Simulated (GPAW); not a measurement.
# BN (Fmm2) in GPAW: convergence with k mesh

Aim: find how far k mesh must go before the results for BN settle, at PBE. This setting moves, with any that are tied to it; all else stays.

Program: GPAW 26.7.0. These are calculated values, not measurements. Logs are shortened: lines on timing, memory, paths and dates and some standing lists are left out, and cuts for length are marked. The log counts tension as positive stress, the text compression.

## 1. Starting point

It takes space group Fmm2 (No. 42, orthorhombic). The conventional cell has a = 2.503 Å, b = 6.991 Å, c = 4.332 Å, α = 90.00°, β = 90.00°, γ = 90.00°. N (site symmetry mm2) is surrounded by 3 B at 1.44 Å. Around B (site symmetry mm2) lie 3 N at 1.44 Å.

Measurements of this composition are mostly on another form, of space group No. 194.

## 2. With k mesh 3 × 3 × 3

The input, run.py:

```python
from ase.dft.bandgap import bandgap
from ase.io import read, write
from ase.units import GPa
from gpaw import GPAW, PW, setup_paths

setup_paths.insert(0, '.')

atoms = read('POSCAR')

calc = GPAW(mode=PW(800),
            xc='PBE',
            kpts={'size': (3, 3, 3), 'gamma': True},
            occupations={'name': 'fermi-dirac', 'width': 0.05},
            setups={'B': 'jth', 'N': 'jth'},
            nbands=-7,
            convergence={'density': 1e-05, 'energy': 1e-05},
            maxiter=100,
            txt='gpaw.txt')
atoms.calc = calc
energy = atoms.get_potential_energy()
forces = atoms.get_forces()
stress = atoms.get_stress()
calc.write('gs.gpw')
write('result.traj', atoms)
print(f'Energy: {energy:.6f} eV')
print('Forces (eV/A):')
print(forces.round(4))
print('Stress (GPa):', (stress / GPa).round(3))
print('Fermi level:', round(calc.get_fermi_level(), 4), 'eV')
print(f'Gap: {bandgap(calc)[0]:.4f} eV, direct: {bandgap(calc, direct=True)[0]:.4f} eV')
```

The input, POSCAR:

```
BN
1.0
    0.0000000000      3.4953158300      2.1660912400
    1.2516321000      0.0000000000      2.1660912400
    1.2516321000      3.4953158300      0.0000000000
N B
1 1
Direct
    0.6666513400      0.6666513400      0.3333486600
    0.0000486500      0.0000486500      0.9999513500
```

Potentials or basis: JTH PAW 2.0, PBE, pw.

Started as:

```
OMP_NUM_THREADS=1 python run.py
```

Wall time 4.9 s (1 thread of Arm Neoverse V2, shared host); peak memory 0.15 GiB.

Results:

```yaml
Free_energy: -17.5096 eV
Pressure: 2.3 GPa
Largest_force: 0.007 eV/Å
Band_gap_on_the_k_mesh: 4.29 eV, indirect (least direct gap 4.49 eV)
```

## 3. With k mesh 4 × 4 × 4

Changes to run.py since step 2:

```diff
@@ -11,3 +11,3 @@
             xc='PBE',
-            kpts={'size': (3, 3, 3), 'gamma': True},
+            kpts={'size': (4, 4, 4), 'gamma': True},
             occupations={'name': 'fermi-dirac', 'width': 0.05},
```

POSCAR is that of step 2.

Potentials or basis: JTH PAW 2.0, PBE, pw.

Started as:

```
OMP_NUM_THREADS=1 python run.py
```

It took 8.1 s on 1 thread of Arm Neoverse V2, shared host; peak memory 0.15 GiB.

Results:

- Free energy: -17.5982 eV
- Pressure: 2.3 GPa
- Largest force: 0.012 eV/Å
- Band gap on the k mesh: 4.37 eV, indirect (least direct gap 5.30 eV)

## 4. With k mesh 5 × 5 × 5

Changes to run.py since step 3:

```diff
@@ -11,3 +11,3 @@
             xc='PBE',
-            kpts={'size': (4, 4, 4), 'gamma': True},
+            kpts={'size': (5, 5, 5), 'gamma': True},
             occupations={'name': 'fermi-dirac', 'width': 0.05},
```

POSCAR is that of step 3.

Started as:

```
OMP_NUM_THREADS=1 python run.py
```

Run time: 11 s. Hardware: 1 thread of Arm Neoverse V2, shared host; peak memory 0.15 GiB.

What came out:

```
Free energy            : -17.6077 eV
Pressure               : 2.5 GPa
Largest force          : 0.012 eV/Å
Band gap on the k mesh : 4.28 eV, indirect (least direct gap 4.97 eV)
```

## 5. With k mesh 7 × 7 × 7

Changes to run.py since step 4:

```diff
@@ -11,3 +11,3 @@
             xc='PBE',
-            kpts={'size': (5, 5, 5), 'gamma': True},
+            kpts={'size': (7, 7, 7), 'gamma': True},
             occupations={'name': 'fermi-dirac', 'width': 0.05},
```

POSCAR is that of step 4.

Started as:

```
OMP_NUM_THREADS=1 python run.py
```

It took 23 s on 1 thread of Arm Neoverse V2, shared host; peak memory 0.16 GiB.

Results (log left out):

- Free energy: -17.6150 eV
- Pressure: 2.4 GPa
- Largest force: 0.011 eV/Å
- Band gap on the k mesh: 4.16 eV, indirect (least direct gap 5.02 eV)

## 6. With k mesh 8 × 8 × 8

Changes to run.py since step 5:

```diff
@@ -11,3 +11,3 @@
             xc='PBE',
-            kpts={'size': (7, 7, 7), 'gamma': True},
+            kpts={'size': (8, 8, 8), 'gamma': True},
             occupations={'name': 'fermi-dirac', 'width': 0.05},
```

POSCAR is that of step 5.

Potentials or basis: JTH PAW 2.0, PBE, pw.

Started as:

```
OMP_NUM_THREADS=1 python run.py
```

Run time: 33 s. Hardware: 1 thread of Arm Neoverse V2, shared host; peak memory 0.17 GiB.

It converged, with:

- Free energy: -17.6151 eV
- Pressure: 2.4 GPa
- Largest force: 0.010 eV/Å
- Band gap on the k mesh: 3.82 eV, indirect (least direct gap 4.79 eV)

## 7. With k mesh 10 × 10 × 10

Changes to run.py since step 6:

```diff
@@ -11,3 +11,3 @@
             xc='PBE',
-            kpts={'size': (8, 8, 8), 'gamma': True},
+            kpts={'size': (10, 10, 10), 'gamma': True},
             occupations={'name': 'fermi-dirac', 'width': 0.05},
```

POSCAR is that of step 6.

Started as:

```
OMP_NUM_THREADS=1 python run.py
```

Wall time 57 s (1 thread of Arm Neoverse V2, shared host); peak memory 0.2 GiB.

Results (log left out):

```yaml
Free_energy: -17.6152 eV
Pressure: 2.4 GPa
Largest_force: 0.010 eV/Å
Band_gap_on_the_k_mesh: 3.90 eV, indirect (least direct gap 4.74 eV)
```

## 8. With k mesh 11 × 11 × 11

Changes to run.py since step 7:

```diff
@@ -11,3 +11,3 @@
             xc='PBE',
-            kpts={'size': (10, 10, 10), 'gamma': True},
+            kpts={'size': (11, 11, 11), 'gamma': True},
             occupations={'name': 'fermi-dirac', 'width': 0.05},
```

POSCAR is that of step 7.

Started as:

```
OMP_NUM_THREADS=1 python run.py
```

Run time: 74 s. Hardware: 1 thread of Arm Neoverse V2, shared host; peak memory 0.21 GiB.

Results (log left out):

```yaml
Free_energy: -17.6152 eV
Pressure: 2.4 GPa
Largest_force: 0.010 eV/Å
Band_gap_on_the_k_mesh: 3.86 eV, indirect (least direct gap 4.70 eV)
```

## 9. With k mesh 14 × 14 × 14

Changes to run.py since step 8:

```diff
@@ -11,3 +11,3 @@
             xc='PBE',
-            kpts={'size': (11, 11, 11), 'gamma': True},
+            kpts={'size': (14, 14, 14), 'gamma': True},
             occupations={'name': 'fermi-dirac', 'width': 0.05},
```

POSCAR is that of step 8.

Potentials or basis: JTH PAW 2.0, PBE, pw.

Started as:

```
OMP_NUM_THREADS=1 python run.py
```

Run time: 2.3 min. Hardware: 1 thread of Arm Neoverse V2, shared host; peak memory 0.28 GiB.

It converged, with:

- Free energy: -17.6152 eV
- Pressure: 2.4 GPa
- Largest force: 0.010 eV/Å
- Band gap on the k mesh: 3.77 eV, indirect (least direct gap 4.66 eV)

## 10. With k mesh 17 × 17 × 17

Changes to run.py since step 9:

```diff
@@ -11,3 +11,3 @@
             xc='PBE',
-            kpts={'size': (14, 14, 14), 'gamma': True},
+            kpts={'size': (17, 17, 17), 'gamma': True},
             occupations={'name': 'fermi-dirac', 'width': 0.05},
```

POSCAR is that of step 9.

Potentials or basis: JTH PAW 2.0, PBE, pw.

Started as:

```
OMP_NUM_THREADS=1 python run.py
```

gpaw.txt:

```text
__  _  _
 | _ |_)|_||  |
 |__||  | ||/\| - 26.7.0

Input parameters:
  mode=PW(ecut=800.0),
  convergence={'density': 1e-05, 'energy': 1e-05},
  kpts=MonkhorstPack(size=(17, 17, 17), gamma=True),
  maxiter=100,
  nbands=-7,
  occupations=Occupations(name='fermi-dirac', width=0.05),
  setups={'B': 'jth', 'N': 'jth'},
  xc=XC(name='PBE')

Diagonalizing LCAO Hamiltonian
Converting LCAO to pw mode

       N

       B

Atoms  # Å, Bohr magnetons
|   | symbol |        x |        y |        z |    initial magnetic moments |
|---|--------|----------|----------|----------|-----------------------------|
| 0 |      N | 1.251632 | 3.495316 | 2.888055 | ( 0.0000,  0.0000,  0.0000) |
| 1 |      B | 1.251632 | 3.495316 | 0.000211 | ( 0.0000,  0.0000,  0.0000) |

Unit cell  # Å
| periodic |        x |        y |        z |  lengths |    angles |
|----------|----------|----------|----------|----------|-----------|
|      yes | 0.000000 | 3.495316 | 2.166091 | 4.112078 | 80.289625 |
|      yes | 1.251632 | 0.000000 | 2.166091 | 2.501706 | 36.845822 |
|      yes | 1.251632 | 3.495316 | 0.000000 | 3.712656 | 62.864553 |

Number of symmetries: 4
Symmetry operations  # r_c * U_cc + t_c -> r_c
|   | kind |            matrix            |
|---|------|------------------------------|
| 0 |  σ   |  1, 0, 0,  1, 0,-1,  1,-1, 0 |
| 1 |  E   |  1, 0, 0,  0, 1, 0,  0, 0, 1 |
| 2 |  C2  |  0, 1,-1,  1, 0,-1,  0, 0,-1 |
| 3 |  σ   |  0, 1,-1,  0, 1, 0, -1, 1, 0 |

BZ-sampling:
  Number of BZ points: 4913
  Number of IBZ points: 729

  Monkhorst-Pack size: [17, 17, 17]
  Monkhorst-Pack shift: [0, 0, 0]

K-points  # in reciprocal-cell coordinates
|     |                                coordinates |     weight |
|-----|--------------------------------------------|------------|
|   0 | (  0.00000000,   0.00000000,   0.00000000) | 0.00020354 |
|   1 | (  0.00000000,   0.05882353,   0.05882353) | 0.00040708 |
|   2 | (  0.00000000,   0.11764706,   0.11764706) | 0.00040708 |
|   3 | (  0.00000000,   0.17647059,   0.17647059) | 0.00040708 |
|   4 | (  0.00000000,   0.23529412,   0.23529412) | 0.00040708 |
|   5 | (  0.00000000,   0.29411765,   0.29411765) | 0.00040708 |
|   6 | (  0.00000000,   0.35294118,   0.35294118) | 0.00040708 |
|   7 | (  0.00000000,   0.41176471,   0.41176471) | 0.00040708 |
|   8 | (  0.00000000,   0.47058824,   0.47058824) | 0.00040708 |
|   9 | (  0.05882353,  -0.47058824,  -0.47058824) | 0.00081417 |
| ... |                                            |            |
| 728 | (  0.47058824,   0.47058824,   0.47058824) | 0.00162833 |

Plane wave coefficients: 992
Cutoff: 800.0 eV

Spin-components: 1 (collinear spins)
Bands:           11
Projectors:      8
Spin-degeneracy: 2
Datatype:        complex128

Parallelization:
  kpt:    1
  domain: 1
  band:   1

Density:
  Valence electrons: 8.0
  Components: 1
  Grid points: [27 27 27]
  Charge: 0.0  # |e|

Potential:
  Grid points: [27 27 27]

species:
  N:
    name:    Nitrogen
    Z:       7.0
    valence: 5
    core:    2
    charge:  0.0  # [|e|]
    compensation charges:
      type: sinc
      rc: 0.53  # [Å]
      lmax: 2
    cutoffs:
      filter: 0.64  # [Å]
      core: 0.98  # [Å]
    projectors
    | kind |    occ | energy [eV] | rcut [Å] |
    |------|--------|-------------|----------|
    |   2s |  2.000 |     -18.583 |    0.585 |
    |    s |        |      27.211 |    0.585 |
    |   2p |  3.000 |      -7.090 |    0.638 |
    |    p |        |      29.933 |    0.585 |

    Using partial waves for N as LCAO basis

  B:
    name:    Boron
    Z:       5.0
    valence: 3
    core:    2
    charge:  0.0  # [|e|]
    compensation charges:
      type: sinc
      rc: 0.74  # [Å]
      lmax: 2
    cutoffs:
      filter: 0.90  # [Å]
      core: 1.43  # [Å]
    projectors
    | kind |    occ | energy [eV] | rcut [Å] |
    |------|--------|-------------|----------|
    |   2s |  2.000 |      -9.443 |    0.794 |
    |    s |        |      40.817 |    0.794 |
    |   2p |  1.000 |      -3.607 |    0.903 |
    |    p |        |      40.817 |    0.903 |

    Using partial waves for B as LCAO basis

Reference energy: -2151.229806  # eV

eigensolver:
  PPCG
  Converge bands: occupied
  niter=2

density mixing:
  MSR1-Mixer
  Pratt-step length: 0.05
  Maximum mixing coefficient: 0.75
  Old densities: 10
  SVD Regularization: 0.005
  Good broyden scale: 1.0
  Trust region scale: 1.0
  Backstep threshold: 4.0
  History deletion threshold: 6.0
  Fourier metric: weight=20.0, sigma=0.015

occupation numbers:
  Fermi-Dirac:
    width: 0.0500  # eV

poisson solver:
  ecut: 6400.0  # eV

xc functional:
  name: PBE with 2 nearest neighbor stencil

convergence criteria:
- Maximum integral of absolute [dens]ity change: 1e-05 electrons / valence electron
- Maximum [total energy] change in last 3 cyles: 1e-05 eV / valence electron
- Maximum integral of absolute [eigenst]ate change: 4e-08 eV^2 / valence electron
maximum number of iterations: 100

SCF iterations
|iter     | |      energy | eigst |  dens |
|---------|-|-------------|-------|-------|
|iter:   1| |  -19.214504 | +0.30 |       |
|iter:   2| |  -18.879856 | -1.61 | -0.64 |
|iter:   3| |  -17.621592 | -0.88 | -0.69 |
|iter:   4| |  -17.613038 | -2.40 | -1.36 |
|iter:   5| |  -17.614818 | -3.29 | -1.75 |
|iter:   6| |  -17.615153 | -4.64 | -2.34 |
|iter:   7| |  -17.615156 | -6.33 | -3.43 |
|iter:   8| |  -17.615157c| -7.70c| -3.95 |
|iter:   9| |  -17.615157c| -8.75c| -5.34c|

Converged in 9 steps
Energy contributions relative to reference atoms: (reference = -2151.229806)

Energy contributions:
  Kinetic:          17.140730
  Coulomb:         -17.224128
  Zero:             -0.041668
  External:          0.000000
  Xc:              -17.490091
  Entropy:          -0.000000
  Spinorbit:         0.000000
  ----------------------------
  Free energy:     -17.615157
  Extrapolated:    -17.615157

dipole moment: (0.000033, 0.000092, -5.786413)  # |e|*Ang

Fermi level: 3.859
Eigenvalues  # (at kpt = [0.000, 0.000, 0.000])
| band index |      eig [eV] | occ [0-2] |
|------------|---------------|-----------|
|          0 |       -14.947 |     2.000 |
|          1 |        -1.557 |     2.000 |
|          2 |         1.515 |     2.000 |
|          3 |         1.522 |     2.000 |
|          4 |         7.807 |     0.000 |
|          5 |        14.437 |     0.000 |
|          6 |        14.496 |     0.000 |
|          7 |        15.887 |     0.000 |
|          8 |        17.334 |     0.000 |
|          9 |        28.531 |     0.000 |
|         10 |        29.682 |     0.000 |

Gap: 3.805 eV
Transition (v -> c):
  (s=0, k=686, n=3, [0.47, 0.35, -0.18]) -> (s=0, k=8, n=4, [0.00, 0.47, 0.47])
Direct/indirect transitions are different
Direct gap: 4.626 eV
Transition at: (s=0, k=28, n=3, [0.06, 0.35, 0.35])

Forces  # eV/Ang
|       x |       y |        z |
|---------|---------|----------|
| 0.00000 | 0.00000 | -0.01038 |  # N    0
| 0.00000 | 0.00000 |  0.01038 |  # B    1

Stress tensor  # eV/Ang^3
|         x |         y |         z |
|-----------|-----------|-----------|
| -0.019257 |  0.000000 |  0.000000 |
|  0.000000 | -0.006491 |  0.000000 |
|  0.000000 |  0.000000 | -0.019566 |

# Writing to gs.gpw (mode='')
```

stdout:

```text
<dir> UserWarning: The angles between your unit-cell vectors are 80.3, 36.8 and 62.9 degrees.  Results may be wrong!  Please Niggli-reduce your unit-cell so that the angles are closer to 90 degrees:

  from ase.build import niggli_reduce
  niggli_reduce(atoms)

  warnings.warn(
<dir> UserWarning: Initial realspace grid (27,18,25) inconsistent with symmetries.
  warnings.warn(
<dir> UserWarning: Using symmetrized grid: (27,27,27).

  warnings.warn('Using symmetrized grid: ({},{},{}).\n'.format(*N_c))
Energy: -17.615157 eV
Forces (eV/A):
[[ 0.      0.     -0.0104]
 [ 0.      0.      0.0104]]
Stress (GPa): [-3.085 -1.04  -3.135  0.     0.     0.   ]
Fermi level: 3.859 eV
Gap: 3.8046 eV, direct: 4.6258 eV
```

It took 4.1 min on 1 thread of Arm Neoverse V2, shared host; peak memory 0.39 GiB.

Results:

| Quantity | Value |
| --- | --- |
| Free energy | -17.6152 eV |
| Pressure | 2.4 GPa |
| Largest force | 0.010 eV/Å |
| Band gap on the k mesh | 3.80 eV, indirect (least direct gap 4.63 eV) |

## 11. The series at a glance

| k mesh | energy less the tightest run, at zero smearing (meV/atom) | pressure (GPa) | largest force (eV/Å) | gap on the mesh (eV) | SCF cycles | CPU time (s) | peak memory (GiB) |
| --- | --- | --- | --- | --- | --- | --- | --- |
| 3 × 3 × 3 | 52.77 | 2.32 | 0.007 | 4.288 | 9 | 4.9 | 0.15 |
| 4 × 4 × 4 | 8.47 | 2.30 | 0.012 | 4.368 | 9 | 8.1 | 0.15 |
| 5 × 5 × 5 | 3.75 | 2.47 | 0.012 | 4.281 | 9 | 11 | 0.15 |
| 7 × 7 × 7 | 0.10 | 2.42 | 0.011 | 4.165 | 9 | 23 | 0.16 |
| 8 × 8 × 8 | 0.04 | 2.42 | 0.010 | 3.818 | 9 | 33 | 0.17 |
| 10 × 10 × 10 | 0.00 | 2.42 | 0.010 | 3.897 | 9 | 57 | 0.2 |
| 11 × 11 × 11 | 0.00 | 2.42 | 0.010 | 3.859 | 9 | 74 | 0.21 |
| 14 × 14 × 14 | 0.00 | 2.42 | 0.010 | 3.773 | 9 | 140 | 0.28 |
| 17 × 17 × 17 | 0.00 | 2.42 | 0.010 | 3.805 | 9 | 240 | 0.39 |

Against the tightest run, the energy stays within 1 meV/atom from 7 × 7 × 7 on; the pressure stays within 0.1 GPa from 5 × 5 × 5 on; the largest force stays within 0.005 eV/Å from 3 × 3 × 3 on. Not settled before the last step: the gap on the mesh (to 0.01 eV). Meshes of other sizes hit other points, so gaps and Fermi surfaces needn't settle smoothly. The tightest run that finished is the yardstick and may itself not be fully converged.

Caveats: the program truncates these outside data sets; an odd mesh through Γ misses points on the zone boundary, where band edges often lie; the program warned that so skewed a cell can give wrong results.
